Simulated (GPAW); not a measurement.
InAs:

```
CELL_PARAMETERS angstrom
0.00000 2.87730 2.87730
2.87730 0.00000 2.87730
2.87730 2.87730 0.00000
ATOMIC_POSITIONS crystal
In 0.50000 0.50000 0.50000
As 0.00000 0.00000 0.00000
```

Measurements of this composition are mostly on another form, of space group No. 216.

Base run:

| Quantity | Value |
| --- | --- |
| Program | GPAW 26.7.0 |
| Functional | RPBE |
| Potentials or basis | the program's PAW data sets (release 1.2.1) made for this functional |
| Cutoff | 600 eV |
| Basis | pw |
| k mesh | 8 × 8 × 8 |
| Occupations | fermi-dirac, width 0.05 eV |
| Spin | no spin polarisation |

Its results: band gap on the k mesh none (metal or under the smearing width); pressure 1.4 GPa.

**Question.** After a change of settings the same cell gave: band gap on the k mesh none (metal or under the smearing width); pressure 1.0 GPa. Which change was it?
A. functional from RPBE to revPBE
B. functional from RPBE to AM05; potentials or basis from the program's PAW data sets (release 1.2.1) made for this functional to PAW data sets generated in the run's folder for this functional
C. functional from RPBE to TPSS; potentials or basis from the program's PAW data sets (release 1.2.1) made for this functional to GPAW PAW data sets (gpaw-data 1.2.1)
D. functional from RPBE to LDA

**Answer.** A.

Runs at the PBE level aren't shown here.
